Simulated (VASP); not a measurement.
A run of VASP 6.6.1 is set up as follows.

File INCAR:

```
  ALGO = Normal
  EDIFF = 1E-7
  ENCUT = 520
  GGA = PE
  ISIF = 2
  ISMEAR = -1
  LASPH = T
  LCHARG = F
  LREAL = F
  LWAVE = F
  NBANDS = 20
  NELM = 100
  PREC = Accurate
  SIGMA = 0.05
```

File KPOINTS:

```
k-points
0
Gamma
  9 9 5
```

File POSCAR:

```
In
1.0
    3.3354847820      0.0000000000      0.0000000000
   -1.6677423910      2.8886145552      0.0000000000
    0.0000000000      0.0000000000      5.5091429200
In
2
Direct
    0.6700150000      0.3359070000      0.7490450000
    0.3203740000      0.6802210000      0.2562600000
```

Potentials or basis: VASP PAW PBE potentials, release 64 (In_d).

Command:

```sh
$ cat potpaw_PBE.64/In_d/POTCAR > POTCAR
$ mpirun -np 1 vasp_std > vasp.out
```

**Question.** Predict the largest force.

**Answer.** 0.115 eV/Å.

**Question.** Estimate the pressure.

**Answer.** 1.5 GPa.

**Question.** Estimate the band gap on the k mesh.

**Answer.** None (metal or under the smearing width).

Stress tensor (GPa, compression positive):
```
 1.50  0.18 -0.02
 0.18  1.67  0.01
-0.02  0.01  1.32
```
